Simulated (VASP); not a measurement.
# CoO (P3m1) in VASP: a series of runs

The runs below take CoO through single point, with PBE.

All numbers are computed with VASP 6.6.1; they aren't measurements. Logs are shortened: lines on timing, memory, paths and dates and some standing lists are left out, and cuts for length are marked.

## (1) Starting point

Symmetry: P6_3mc, No. 186, hexagonal system. Conventional cell: a = 3.198 Å, b = 3.198 Å, c = 5.229 Å, α = 90.00°, β = 90.00°, γ = 120.00°. Around Co (site symmetry 3m) lie 4 O at 1.93 to 1.97 Å. O (site symmetry 3m) is surrounded by 4 Co at 1.93 to 1.97 Å.

Measurements of this composition are mostly on another form, of space group No. 225.

## (2) Single point, PBE, collinear spin, ferromagnetic start

INCAR reads:

```
PREC = Accurate
ENCUT = 700
EDIFF = 1E-6
ISMEAR = 0
SIGMA = 0.05
LREAL = F
LASPH = T
NELM = 100
ALGO = Normal
ISIF = 2
LWAVE = F
LCHARG = F
ISPIN = 2
MAGMOM = 2 2 0 0
LORBIT = 11
LMAXMIX = 4
GGA = PE
NBANDS = 27
ADDGRID = F
```

KPOINTS reads:

```
Automatic mesh
0
Gamma
  3 3 2
```

POSCAR reads:

```
CoO
1.0
    3.1976457435      0.0000000000      0.0000000000
   -1.5988228718      2.7692424462      0.0000000000
    0.0000000000      0.0000000000      5.2287097100
Co O
2 2
Direct
    0.3333333333      0.6666666667      0.5033624100
    0.0000000000      0.0000000000      0.0034741400
    0.3333333333      0.6666666667      0.8715556000
    0.0000000000      0.0000000000      0.3716088500
```

Potentials or basis: VASP PAW PBE potentials, release 64 (Co, O).

Command:

```bash
$ cat potpaw_PBE.64/Co/POTCAR potpaw_PBE.64/O/POTCAR > POTCAR
$ mpirun -np 1 vasp_std > vasp.out
```

OUTCAR:

```text
PREC = Accurate
   ENCUT = 700
   EDIFF = 1E-6
   ISMEAR = 0
   LREAL = F
   LASPH = T
   NELM = 100
   ISIF = 2
   ISPIN = 2
   LORBIT = 11
   GGA = PE

 Found      6 irreducible k-points:

 Following reciprocal coordinates:
            Coordinates               Weight
  0.000000  0.000000  0.000000      1.000000
  0.333333  0.000000  0.000000      6.000000
  0.333333  0.333333  0.000000      2.000000
  0.000000  0.000000  0.500000      1.000000
  0.333333  0.000000  0.500000      6.000000
  0.333333  0.333333  0.500000      2.000000
   k-points           NKPTS =      6   k-points in BZ     NKDIM =      6   number of bands    NBANDS=     27
   number of dos      NEDOS =    301   number of ions     NIONS =      4
   total plane-waves  NPLWV =  37632
   dimension x,y,z NGX =    28 NGY =   28 NGZ =   48
   dimension x,y,z NGXF=    56 NGYF=   56 NGZF=   96
   ions per type =               2   2
   NGX,Y,Z   is equivalent  to a cutoff of  14.56, 14.56, 15.26 a.u.
   NGXF,Y,Z  is equivalent  to a cutoff of  29.11, 29.11, 30.52 a.u.
 SYSTEM =  unknown system
   PREC   = accura    normal or accurate (medium, high low for compatibility)
   ISTART =      0    job   : 0-new  1-cont  2-samecut
   ICHARG =      2    charge: 1-file 2-atom 10-const
   ISPIN  =      2    spin polarized calculation?
   LNONCOLLINEAR =      F non collinear calculations
   LSORBIT =      F    spin-orbit coupling
   LASPH  =      T    aspherical Exc in radial PAW
   ENCUT  =  700.0 eV  51.45 Ry    7.17 a.u.   6.90  6.90 11.28*2*pi/ulx,y,z
   NELM   =    100;   NELMIN=  2; NELMDL= -5     # of ELM steps
   EDIFF  = 0.1E-05   stopping-criterion for ELM
   LREAL  =      F    real-space projection
   EDIFFG = 0.1E-04   stopping-criterion for IOM
   NSW    =      0    number of steps for IOM
   IBRION =     -1    ionic relax: 0-MD 1-quasi-New 2-CG
   NFREE  =      0    steps in history (QN), initial steepest desc. (CG)
   ISIF   =      2    stress and relaxation
   ISYM   =      2    0-nonsym 1-usesym 2-fastsym
   POTIM  = 0.5000    time-step for ionic-motion
   TEBEG  =    0.0;   TEEND  =   0.0 temperature during run
   PSTRESS=    0.0 pullay stress
   NELECT =      30.0000    total number of electrons
   NUPDOWN=      -1.0000    fix difference up-down
   EMIN   =  10.00;   EMAX   =-10.00  energy-range for DOS
   EFERMI =   0.00;   METHOD = LEGACY
   ISMEAR =     0;   SIGMA  =   0.05  broadening in eV -4-tet -1-fermi 0-gaus
   EFERMI_NEDOS =   21; number of points for ismear=-14 and -15
   IALGO  =     38    algorithm
   IMIX   =      4    mixing-type and parameters
     AMIX     =   0.40;   BMIX     =  1.00
     AMIX_MAG =   1.60;   BMIX_MAG =  1.00
  volume/ion in A,a.u.               =      11.58        78.11
  Fermi-wavevector in a.u.,A,eV,Ry     =   1.416620  2.677023 27.304329  2.006812
  Thomas-Fermi vector in A             =   2.537935
   LORBIT       =     11    0 simple, 1 ext, 2 COOP (PROOUT), +10 PAW based schemes
   GGA     = PE    functional components
   LHFCALC =     F    Hartree Fock is set to
   AEXX    =    0.0000 exact exchange contribution
   IVDW    =     0    specifies the selected vdW correction
   LEPSILON=     F    determine dielectric tensor
   LRPA    =     F    only Hartree local field effects (RPA)
 spin polarized calculation
 Gauss-broadening in eV      SIGMA  =   0.05
  energy-cutoff  :      700.00
  volume of cell :       46.30
 maximum number of plane-waves:      1965
 NGX is ok and might be reduce to    28
   NGX = 13   NGY = 13   NGZ = 23

 number of electron      29.9999999 magnetization       5.7772376

 Free energy of the ion-electron system (eV)
  ---------------------------------------------------
  ext. energy  EPLUGINS =         0.00000000
  ---------------------------------------------------
  free energy    TOTEN  =       -26.74041631 eV

  energy without entropy =      -26.74038522  energy(sigma->0) =      -26.74040076

 E-fermi :   6.0580     XC(G=0): -11.1232

 val. band max:        5.9468632325   @ k =   0.3333   0.3333   0.0000
 cond. band min:       6.1696636275   @ k =   0.0000   0.0000   0.0000
 fundamental gap:      0.2228003950
 Fermi energy:         6.0579690681

 spin component 1

 k-point     1 :       0.0000    0.0000    0.0000
  band No.  band energies     occupation
      1     -14.0237      1.00000
      2     -13.3984      1.00000
      3      -1.0288      1.00000
      4      -0.2445      1.00000
      5      -0.0706      1.00000
      6      -0.0706      1.00000
[... 19 lines left out ...]
     26      20.7701      0.00000
     27      22.1852      0.00000

 k-point     2 :       0.3333    0.0000    0.0000
  band No.  band energies     occupation
      1     -13.5967      1.00000
      2     -13.2465      1.00000
      3      -0.8510      1.00000
      4      -0.3941      1.00000
      5      -0.0943      1.00000
      6       0.1497      1.00000
[... 19 lines left out ...]
     26      20.0513      0.00000
     27      22.3534      0.00000

 k-point     3 :       0.3333    0.3333    0.0000
  band No.  band energies     occupation
      1     -13.2766      1.00000
      2     -13.2735      1.00000
      3      -0.3668      1.00000
      4      -0.1696      1.00000
      5      -0.0109      1.00000
      6      -0.0097      1.00000
[... 19 lines left out ...]
     26      20.3391      0.00000
     27      20.3408      0.00000

 k-point     4 :       0.0000    0.0000    0.5000
  band No.  band energies     occupation
      1     -13.7158      1.00000
      2     -13.7126      1.00000
      3      -0.8525      1.00000
      4      -0.8512      1.00000
      5       0.0736      1.00000
      6       0.0736      1.00000
[... 19 lines left out ...]
     26      19.7318      0.00000
     27      24.0711      0.00000

 k-point     5 :       0.3333    0.0000    0.5000
  band No.  band energies     occupation
      1     -13.4171      1.00000
      2     -13.4140      1.00000
      3      -1.0169      1.00000
      4      -1.0156      1.00000
      5       0.1648      1.00000
      6       0.1658      1.00000
[... 19 lines left out ...]
     26      19.6430      0.00000
     27      21.9122      0.00000

 k-point     6 :       0.3333    0.3333    0.5000
  band No.  band energies     occupation
      1     -13.2667      1.00000
      2     -13.2636      1.00000
      3      -0.6029      1.00000
      4      -0.6027      1.00000
      5      -0.2791      1.00000
      6      -0.2763      1.00000
[... 19 lines left out ...]
     26      20.8804      0.00000
     27      22.8472      0.00000
 Fermi energy:         6.0579690681

 spin component 2

 k-point     1 :       0.0000    0.0000    0.0000
  band No.  band energies     occupation
      1     -13.4569      1.00000
      2     -12.7963      1.00000
      3      -0.5001      1.00000
      4       1.0466      1.00000
      5       1.1783      1.00000
      6       1.1783      1.00000
[... 19 lines left out ...]
     26      21.2768      0.00000
     27      23.1610      0.00000

 k-point     2 :       0.3333    0.0000    0.0000
  band No.  band energies     occupation
      1     -13.0073      1.00000
      2     -12.6351      1.00000
      3      -0.0639      1.00000
      4       0.2676      1.00000
      5       0.5403      1.00000
      6       1.2594      1.00000
[... 19 lines left out ...]
     26      20.7202      0.00000
     27      23.0718      0.00000

 k-point     3 :       0.3333    0.3333    0.0000
  band No.  band energies     occupation
      1     -12.6671      1.00000
      2     -12.6638      1.00000
      3       0.3564      1.00000
      4       0.4953      1.00000
      5       0.6790      1.00000
      6       0.6813      1.00000
[... 19 lines left out ...]
     26      21.1046      0.00000
     27      21.1064      0.00000

 k-point     4 :       0.0000    0.0000    0.5000
  band No.  band energies     occupation
      1     -13.1337      1.00000
      2     -13.1303      1.00000
      3       0.0448      1.00000
      4       0.0465      1.00000
      5       1.2536      1.00000
      6       1.2536      1.00000
[... 19 lines left out ...]
     26      20.3289      0.00000
     27      24.6146      0.00000

 k-point     5 :       0.3333    0.0000    0.5000
  band No.  band energies     occupation
      1     -12.8177      1.00000
      2     -12.8144      1.00000
      3      -0.3182      1.00000
      4      -0.3168      1.00000
      5       1.1781      1.00000
      6       1.1786      1.00000
[... 19 lines left out ...]
     26      20.2868      0.00000
     27      22.4726      0.00000

 k-point     6 :       0.3333    0.3333    0.5000
  band No.  band energies     occupation
      1     -12.6574      1.00000
      2     -12.6540      1.00000
      3       0.0443      1.00000
      4       0.0446      1.00000
      5       0.4227      1.00000
      6       0.4257      1.00000
[... 19 lines left out ...]
     26      21.1946      0.00000
     27      23.7575      0.00000

------------------------ aborting loop because EDIFF is reached ----------------------------------------

  FORCE on cell =-STRESS in cart. coord.  units (eV):
  Direction    XX          YY          ZZ          XY          YZ          ZX
  --------------------------------------------------------------------------------------
  -------------------------------------------------------------------------------------
  Total       -0.7012964     -0.7012964      0.6497864      0.0000000      0.0000000     -0.0000000
  in kB      -24.2675727    -24.2675727     22.4851285      0.0000000      0.0000000     -0.0000000
  external PRESSURE =      -8.6833390 kB  Pullay stress =       0.0000000 kB

 VOLUME and BASIS-vectors are now :
 -----------------------------------------------------------------------------
  energy-cutoff  :      700.00
  volume of cell :       46.30
      direct lattice vectors                 reciprocal lattice vectors
     3.197645743  0.000000000  0.000000000     0.312730077  0.180554794  0.000000000
    -1.598822872  2.769242446  0.000000000     0.000000000  0.361109588  0.000000000
     0.000000000  0.000000000  5.228709710     0.000000000  0.000000000  0.191251773

 POSITION                                       TOTAL-FORCE (eV/Angst)
 -----------------------------------------------------------------------------------
     -0.00000      1.84616      2.63194         0.000000     -0.000000     -0.217521
      0.00000      0.00000      0.01817         0.000000      0.000000     -0.225312
     -0.00000      1.84616      4.55711        -0.000000     -0.000000      0.222616
      0.00000      0.00000      1.94303         0.000000      0.000000      0.220217
 -----------------------------------------------------------------------------------
    total drift:                                0.000000     -0.000000     -0.000178

  FREE ENERGIE OF THE ION-ELECTRON SYSTEM (eV)
  ---------------------------------------------------
  free  energy   TOTEN  =       -26.7404163071 eV

  energy  without entropy=      -26.7403852184  energy(sigma->0) =      -26.74040076

 total charge

# of ion       s       p       d       tot
------------------------------------------
    1        0.345   0.431   7.199   7.975
    2        0.345   0.431   7.199   7.975
    3        1.547   3.445   0.000   4.991
    4        1.547   3.445   0.000   4.991
--------------------------------------------------
tot          3.783   7.752  14.398  25.933

 magnetization (x)

# of ion       s       p       d       tot
------------------------------------------
    1        0.016   0.059   2.382   2.458
    2        0.016   0.059   2.382   2.458
    3        0.022   0.301   0.000   0.322
    4        0.022   0.300   0.000   0.322
--------------------------------------------------
tot          0.075   0.720   4.765   5.560
```

Wall time 16 s (1 thread of Intel Xeon 6975P-C (Granite Rapids), shared host); peak memory 0.21 GiB.

The run converged, but some of its settings lie outside the range that counts as converged, so its numbers aren't taken as properties of the crystal.

Results:

```
Free energy                                           : -26.7404 eV
Pressure                                              : -0.9 GPa
Largest force                                         : 0.225 eV/Å
Band gap on the k mesh                                : none (metal or under the smearing width)
Net moment                                            : 5.78 μB per cell
Site moments                                          : Co +2.46; O +0.32 μB
Valence electrons inside the program's atomic spheres : Co 7.97; O 4.99
```

Caveat: the k mesh is coarse (spacing up to 0.76 Å⁻¹), so the values aren't converged; semilocal functionals often make such compounds metallic where correlation or magnetic order opens a gap, which also shifts bond lengths.

(Continued in part 2 of 2.)
